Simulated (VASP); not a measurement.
## GaN: relaxation of cell and atoms with PBEsol

GaN:

```
Ga N
1.0
     0.00000    2.25350    2.25350
     2.25350    0.00000    2.25350
     2.25350    2.25350    0.00000
Ga N
1 1
Direct
  0.00000 0.00000 0.00000
  0.75000 0.75000 0.75000
```

The cell is a database's computed one.

- Program: VASP 6.6.1
- Task: relaxation of cell and atoms
- Functional: PBEsol
- Potentials or basis: VASP PAW PBE potentials, release 64 (Ga_d, N)
- Cutoff: 600 eV
- k mesh: 10 × 10 × 10
- Occupations: gaussian, width 0.03 eV
- Spin: no spin polarisation
- Further INCAR settings: ALGO = Normal; EDIFF = 1e-06; IBRION = 2; EDIFFG = -0.01; NSW = 90; ISIF = 3

| Item | Value |
| --- | --- |
| Relaxed volume | 11.35 Å³/atom |
| Relaxed cell | a = 3.178 Å, b = 3.178 Å, c = 3.178 Å, α = 60.00°, β = 60.00°, γ = 60.00° |
| Space group after relaxing (to 0.05 Å) | F-43m (No. 216) |
| Energy gained by relaxing | 0.4 meV/atom |
| Ionic steps | 5 |
| Pressure after relaxing | 0.1 GPa |
| Band gap on the k mesh | 1.74 eV, direct |

The path:
```tsv
step	energy change (eV)	largest force (eV/Å)	pressure (GPa)	volume (Å³)
1	0.0000	0.0000	-1.50	22.89
2	-0.0001	0.0000	1.75	22.53
3	-0.0008	0.0000	-0.15	22.70
4	-0.0008	0.0000	0.18	22.69
5	-0.0008	0.0000	0.09	22.69
```

Final structure:
```
Ga N
1.0
     0.00000    2.24709    2.24709
     2.24709    0.00000    2.24709
     2.24709    2.24709    0.00000
Ga N
1 1
Cartesian
  0.0000 0.0000 0.0000
  3.3706 3.3706 3.3706
```

Levels at points of the mesh, in eV from the valence-band top:
```tsv
k point	band 5	band 6	band 7	band 8	band 9	band 10	band 11	band 12	band 13
(0.00, 0.00, 0.00)	-13.08	-13.08	0.00	0.00	0.00	1.74	10.26	10.26	10.26
(0.50, 0.00, 0.00)	-13.03	-11.83	-7.17	-0.99	-0.99	4.62	8.67	10.31	10.31
(0.50, 0.50, 0.00)	-13.00	-11.40	-6.22	-2.76	-2.76	3.23	6.61	11.64	13.97
```

Wall time 21 s on 4 MPI ranks on AMD EPYC 7R13 Processor (Zen 3), on a shared host, peak memory 0.15 GiB a rank.

Caveat: the PAW data sets were made with another functional, which shifts forces and pressure a little.
